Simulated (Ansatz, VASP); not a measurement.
**CsI: VASP beside Ansatz**

```
Cs I
1.0
     4.52161    0.00000    0.00000
     0.00000    4.52161    0.00000
     0.00000    0.00000    4.52161
Cs I
1 1
Direct
  0.00000 0.00000 0.00000
  0.50000 0.50000 0.50000
```

Alike in both runs: task single point; functional PBE; k mesh 6 × 6 × 6; occupations gaussian, width 0.02 eV; no spin polarisation.

|  | VASP | Ansatz |
| --- | --- | --- |
| version | VASP 6.6.1 | Ansatz 0.2.0 |
| potentials or method | VASP PAW PBE potentials, release 64 (Cs_sv, I) | scalar-relativistic, plane waves, PAW |
| plane-wave cutoff (eV) | 520 | 420 |
| valence electrons in the cell | 16 | 26 |

|  | VASP | Ansatz | Ansatz less VASP |
| --- | --- | --- | --- |
| gap on the k mesh at the Fermi level (eV) | 3.98 | 3.99 | +0.015 |
| least direct gap on the mesh (eV) | 4.06 | 4.07 | +0.011 |
| pressure (GPa) | 1.2 | 1.2 | -0.04 |

The functional is the same, so the differences come from potentials, cutoffs and numerics. The two sets of potentials don't hold the same shells in valence.

Caveats: spin-orbit coupling is left out, which moves the levels of the heavy elements. Expect the measured gap to be larger: semilocal functionals such as PBE lack the derivative discontinuity. A k mesh can miss the band edges.
